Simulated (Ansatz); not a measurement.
# How far PBE and r2SCAN part for Li3N, biaxial strain −0.43 %, plane normal [001], relaxed out of plane

Take Li₃N (space group P6/mmm, No. 191; a = 3.634 Å, c = 3.865 Å) as the base. Axes: x lies along a and z along c of the hexagonal cell.

(Cell as relaxed with PBE.)

Levels (all Ansatz, a quantum-chemistry and plane-wave program, PAW): PBE (420 eV, spin-orbit coupling left out); r2SCAN (500 eV, spin-orbit coupling left out).

Each level relaxes its own structure.

```tsv
base	PBE	r2SCAN
volume per atom	11.05 Å³	10.88 Å³
lattice parameter a	3.634 Å	3.610 Å
band gap	1.06 eV	1.48 eV
```

Now apply this change: compressive biaxial strain of 0.43 % in the plane normal to [001], as in epitaxy on a mismatched substrate; the out-of-plane cell vector and the atoms relax.

```csv
quantity,PBE,r2SCAN
smallest direct gap,1.27 eV,…
electron mass,0.31 mₑ (at Γ),…
band gap,1.07 eV,…
```

Predict the r2SCAN column.


- smallest direct gap, r2SCAN: 1.70 eV
- electron mass, r2SCAN: 0.32 mₑ out of plane, 0.35 mₑ in plane (at Γ)
- band gap, r2SCAN: 1.49 eV

PBE's smallest direct gap lies 0.43 eV below r2SCAN's; PBE's band gap lies 0.42 eV below r2SCAN's. Neither level is exact; r2SCAN is the comparison here, not a measurement.

Masses are band curvatures over ±0.01 Å⁻¹ around the edge. No phonon test of stability was made.
